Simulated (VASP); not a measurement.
# F2 in VASP: notebook, part 2 of 2

VASP 6.6.1.

### 4 Single point, PBE

Input file INCAR:

```
SYSTEM = F
  ALGO = Fast
  EDIFF = 1E-7
  ENCUT = 400
  GGA = PE
  ISIF = 2
  ISMEAR = 0
  ISYM = 0
  LASPH = .True.
  LCHARG = .False.
  LREAL = .False.
  LWAVE = .False.
  NELM = 60
  PREC = Accurate
  SIGMA = 0.01
```

Input file KPOINTS:

```
k-points
0
Gamma
  1 1 1
  0 0 0
```

Input file POSCAR:

```
F                                       
1.0
   11.8512268750      0.0000000000      0.0000000000
    0.0000000000     12.3512268750      0.0000000000
    0.0000000000      0.0000000000     12.8512268750
  F             
     2
Selective dynamics
Direct
     0.5128225170999983    0.5587482883000021    0.4912183261999985   F   F   F
     0.4868078554656727    0.4477978467614522    0.5090279391573285   T   T   T
```

The run is started by

```
$ cat potpaw_PBE.64/F/POTCAR > POTCAR
$ mpirun -np 1 vasp_gam > vasp.out
```

Run time: 62 s. Hardware: 1 thread of Intel Xeon 6975P-C (Granite Rapids), shared host; peak memory 0.91 GiB.

The run converged. Its results:

```
Free energy                     : -3.6017 eV
Largest force                   : 0.003 eV/Å
Gap between the frontier levels : 3.44 eV
```

Forces on the atoms (eV/Å):
```
F    0.003 -0.001  0.001
F   -0.003  0.001 -0.001
```

Levels at points of the mesh, in eV from the valence-band top:
| k point | band 3 | band 4 | band 5 | band 6 | band 7 | band 8 | band 9 | band 10 | band 11 |
| --- | --- | --- | --- | --- | --- | --- | --- | --- | --- |
| (0.00, 0.00, 0.00) | -5.89 | -3.29 | -3.29 | 0.00 | 0.00 | 3.44 | 9.20 | 10.02 | 10.20 |

Caveat: the cutoff is under 1.25 times the usual one of these potentials, so pressure, stress and relaxed cells hold a basis-set (Pulay) error. As with any semilocal functional, this PBE gap is likely too small.

### 5 Single point, RPBE

Changes to INCAR since step 4:

```diff
@@ -4,3 +4,3 @@
   ENCUT = 400
-  GGA = PE
+  GGA = RP
   ISIF = 2
```

KPOINTS is that of step 4.

POSCAR is that of step 4.

Potentials or basis: VASP PAW PBE potentials, release 64 (F).

The run is started by

```
$ cat potpaw_PBE.64/F/POTCAR > POTCAR
$ mpirun -np 1 vasp_gam > vasp.out
```

OUTCAR:

```text
SYSTEM = F
   EDIFF = 1E-7
   ENCUT = 400
   GGA = RP
   ISIF = 2
   ISMEAR = 0
   ISYM = 0
   LASPH = .True.
   LREAL = .False.
   NELM = 60
   PREC = Accurate

 ion  position               nearest neighbor table
   1  0.513  0.559  0.491-   2 1.42
   2  0.487  0.448  0.509-   1 1.42

IMPORTANT INFORMATION: All symmetrisations will be switched off!
NOSYMM: (Re-)initialisation of all symmetry stuff for point group C_1.

----------------------------------------------------------------------------------------

                                     Primitive cell

  volume of cell :    1881.1265

  direct lattice vectors                    reciprocal lattice vectors
    11.851226875  0.000000000  0.000000000     0.084379450  0.000000000  0.000000000
     0.000000000 12.351226875  0.000000000     0.000000000  0.080963617  0.000000000
     0.000000000  0.000000000 12.851226875     0.000000000  0.000000000  0.077813582

  length of vectors
    11.851226875 12.351226875 12.851226875     0.084379450  0.080963617  0.077813582

  position of ions in fractional coordinates (direct lattice)
     0.512822517  0.558748288  0.491218326
[... 103 lines left out ...]
  energy without entropy =       -3.39556326  energy(sigma->0) =       -3.39556326

 E-fermi :  -9.3262     XC(G=0):  -0.3520

 val. band max:       -9.3976932040   @ k =   0.0000   0.0000   0.0000
 cond. band min:      -5.8900825593   @ k =   0.0000   0.0000   0.0000
 fundamental gap:      3.5076106447
 Fermi energy:        -9.3262121373

 k-point     1 :       0.0000    0.0000    0.0000
  band No.  band energies     occupation
      1     -33.9012      2.00000
      2     -27.8032      2.00000
      3     -15.2531      2.00000
      4     -12.6723      2.00000
      5     -12.6720      2.00000
      6      -9.3991      2.00000
      7      -9.3977      2.00000
      8      -5.8901      0.00000
      9      -0.3222      0.00000
     10       0.5131      0.00000
     11       0.7155      0.00000

------------------------ aborting loop because EDIFF is reached ----------------------------------------

  FORCE on cell =-STRESS in cart. coord.  units (eV):
  Direction    XX          YY          ZZ          XY          YZ          ZX
  --------------------------------------------------------------------------------------
  -------------------------------------------------------------------------------------
  Total       -2.7594818     -1.4072888     -2.8494416      0.3304349     -0.2471824     -0.0568287
  in kB       -2.3502828     -1.1986042     -2.4269026      0.2814353     -0.2105281     -0.0484016
  external PRESSURE =      -1.9919299 kB  Pullay stress =       0.0000000 kB

 VOLUME and BASIS-vectors are now :
 -----------------------------------------------------------------------------
  energy-cutoff  :      400.00
  volume of cell :     1881.13
      direct lattice vectors                 reciprocal lattice vectors
    11.851226875  0.000000000  0.000000000     0.084379450  0.000000000  0.000000000
     0.000000000 12.351226875  0.000000000     0.000000000  0.080963617  0.000000000
     0.000000000  0.000000000 12.851226875     0.000000000  0.000000000  0.077813582

 POSITION                                       TOTAL-FORCE (eV/Angst)
 -----------------------------------------------------------------------------------
      6.07758      6.90123      6.31276         0.073439      0.311691     -0.051060
      5.76927      5.53085      6.54163        -0.073439     -0.311691      0.051060
 -----------------------------------------------------------------------------------
    total drift:                               -0.000931      0.000142      0.000295

  FREE ENERGIE OF THE ION-ELECTRON SYSTEM (eV)
  ---------------------------------------------------
  free  energy   TOTEN  =        -3.3955632611 eV

  energy  without entropy=       -3.3955632611  energy(sigma->0) =       -3.39556326
```

OSZICAR:

```text
N       E                     dE             d eps       ncg     rms          rms(c)
DAV:   1     0.188109550136E+03    0.18811E+03   -0.25617E+03    30   0.536E+02
DAV:   2     0.733955249467E+02   -0.11471E+03   -0.11352E+03    41   0.116E+02
DAV:   3     0.181687834299E+01   -0.71579E+02   -0.71056E+02    44   0.112E+02
[... 15 lines left out ...]
RMM:  19    -0.339556139227E+01   -0.25316E-05   -0.62667E-08    22   0.166E-03    0.123E-04
RMM:  20    -0.339556241374E+01   -0.10215E-05   -0.20455E-08    22   0.102E-03    0.845E-05
RMM:  21    -0.339556308929E+01   -0.67555E-06   -0.90994E-09    20   0.841E-04    0.847E-05
RMM:  22    -0.339556323050E+01   -0.14120E-06   -0.20759E-09    15   0.441E-04    0.147E-05
RMM:  23    -0.339556326106E+01   -0.30562E-07    0.00000E+00    13   0.437E-04
   1 F= -.33955633E+01 E0= -.33955633E+01  d E =-.412291E-24
```

stdout:

```text
POSCAR found type information on POSCAR F
 POSCAR found :  1 types and       2 ions
 scaLAPACK will be used
 -----------------------------------------------------------------------------
|                                                                             |
|                                                                             |
|     You enforced a specific xc type in the INCAR file but a different       |
|     I HOPE YOU KNOW WHAT YOU ARE DOING!                                     |
|                                                                             |
 -----------------------------------------------------------------------------

 LDA part: xc-table for (Slater+PW92), standard interpolation
 POSCAR, INCAR and KPOINTS ok, starting setup
 FFT: planning ... GRIDC
 FFT: planning ... GRID_SOFT
 FFT: planning ... GRID
 WAVECAR not read
 entering main loop
```

Run time: 79 s. Hardware: 1 thread of Intel Xeon 6975P-C (Granite Rapids), shared host; peak memory 0.91 GiB.

Results:

* Free energy: -3.3956 eV
* Largest force: 0.324 eV/Å
* Gap between the frontier levels: 3.51 eV

Forces in eV/Å, atoms in the order of the input:
```
F    0.073  0.312 -0.051
F   -0.073 -0.312  0.051
```

Levels at points of the mesh, in eV from the valence-band top:
```tsv
k point	band 5	band 6	band 7	band 8	band 9	band 10
(0.00, 0.00, 0.00)	-3.27	0.00	0.00	3.51	9.08	9.91
```

Caveat: the cutoff is under 1.25 times the usual one of these potentials, so pressure, stress and relaxed cells hold a basis-set (Pulay) error; the PAW data sets were made with another functional, which shifts forces and pressure a little.

### 6 Single point, RPBE+D3(BJ)

Changes to INCAR since step 5:

```diff
@@ -8,2 +8,3 @@
   ISYM = 0
+  IVDW = 12
   LASPH = .True.
```

KPOINTS is that of step 5.

POSCAR is that of step 5.

Potentials or basis: VASP PAW PBE potentials, release 64 (F).

The run is started by

```
$ cat potpaw_PBE.64/F/POTCAR > POTCAR
$ mpirun -np 1 vasp_gam > vasp.out
```

It took 77 s on 1 thread of Intel Xeon 6975P-C (Granite Rapids), shared host; peak memory 0.92 GiB.

The run converged. Its results:

```
Free energy                     : -3.4223 eV
Largest force                   : 0.322 eV/Å
Gap between the frontier levels : 3.51 eV
Dispersion energy per atom      : -0.013 eV
```

Forces in eV/Å, atoms in the order of the input:
```
F    0.073  0.310 -0.051
F   -0.073 -0.310  0.051
```

Levels at points of the mesh, in eV from the valence-band top:
```csv
k point,band 3,band 4,band 5,band 6,band 7,band 8,band 9,band 10,band 11
"(0.00, 0.00, 0.00)",-5.86,-3.27,-3.27,0.00,0.00,3.51,9.08,9.91,10.11
```

Caveat: the cutoff is under 1.25 times the usual one of these potentials, so pressure, stress and relaxed cells hold a basis-set (Pulay) error; the PAW data sets were made with another functional, which shifts forces and pressure a little.

### 7 The runs side by side

| task | level | cell | atoms held fixed (from 0) | gap on the mesh (eV) | largest force (eV/Å) |
| --- | --- | --- | --- | --- | --- |
| relaxation of the atoms | PBE+D3(BJ) | atoms relaxed | [0] | 3.44 | - |
| vibrations by finite differences | PBE+D3(BJ) | as given | - | - | - |
| single point | PBE | as given | - | 3.44 | - |
| single point | RPBE | as given | - | 3.51 | 0.32 |
| single point | RPBE+D3(BJ) | as given | - | 3.51 | 0.32 |

Alike in all rows: potentials or basis VASP PAW PBE potentials, release 64 (F); no spin polarisation; k mesh 1 × 1 × 1; cutoff (eV) 400; smearing gaussian 0.01 eV.

On the cell as given the gap runs from 3.44 eV (PBE) to 3.51 eV (RPBE).

Caveats: the cutoff is under 1.25 times the usual one of these potentials, so pressure, stress and relaxed cells hold a basis-set (Pulay) error; the PAW data sets were made with another functional, which shifts forces and pressure a little (some runs); some modes are imaginary (some runs).

Absolute energies hang on the potentials; compare differences alone.
